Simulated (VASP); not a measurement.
Write the native input for VASP 6.6.1 that does the following.

* Task: relaxation of cell and atoms
* Functional: r2SCAN
* Potentials or basis: VASP PAW PBE potentials, release 64 (Li_sv, F)
* Cutoff: 600 eV
* k mesh: 12 × 12 × 12
* Occupations: gaussian, width 0.02 eV
* Spin: no spin polarisation
* Further INCAR settings: ALGO = Normal; EDIFF = 1e-07; IBRION = 2; EDIFFG = -0.005; NSW = 40; ISIF = 3

The structure of LiF lies in POSCAR:

```
LiF
1.0
    0.0000000000      2.0100000000      2.0100000000
    2.0100000000      0.0000000000      2.0100000000
    2.0100000000      2.0100000000      0.0000000000
Li F
1 1
Direct
    0.0000000000      0.0000000000      0.0000000000
    0.5000000000      0.5000000000      0.5000000000
```

The cell was built by a generator and needn't be a form met in nature.

These files were run (other wordings do the same):

INCAR

```
SYSTEM = LiF
PREC = Accurate
ENCUT = 600
EDIFF = 1E-7
ISMEAR = 0
SIGMA = 0.02
LREAL = .False.
LASPH = .True.
NELM = 120
ALGO = Normal
ISIF = 3
LWAVE = .False.
LCHARG = .False.
METAGGA = R2SCAN
LMIXTAU = .True.
IBRION = 2
NSW = 40
EDIFFG = -0.005
```

KPOINTS

```
regular mesh
0
Gamma
  12 12 12
  0 0 0
```

Potentials or basis: VASP PAW PBE potentials, release 64 (Li_sv, F).

Launch:

```sh
$ cat potpaw_PBE.64/Li_sv/POTCAR potpaw_PBE.64/F/POTCAR > POTCAR
$ mpirun -np 1 vasp_std > vasp.out
```

It gave:

- Relaxed volume: 7.84 Å³/atom
- Relaxed cell: a = 2.810 Å, b = 2.810 Å, c = 2.810 Å, α = 60.00°, β = 60.00°, γ = 60.00°
- Space group after relaxing (to 0.05 Å): Fm-3m (No. 225)
- Energy gained by relaxing: 2.7 meV/atom
- Ionic steps: 4
- Pressure after relaxing: 0.0 GPa
- Band gap on the k mesh: 10.67 eV, direct

Caveat: the cutoff is under 1.25 times the usual one of these potentials, so pressure, stress and relaxed cells hold a basis-set (Pulay) error; the PAW data sets were made with another functional, which shifts forces and pressure a little.

Run time: 2 min on 1 thread of Intel(R) Xeon(R) Platinum 8488C (Sapphire Rapids), on a shared host, peak memory 0.14 GiB.
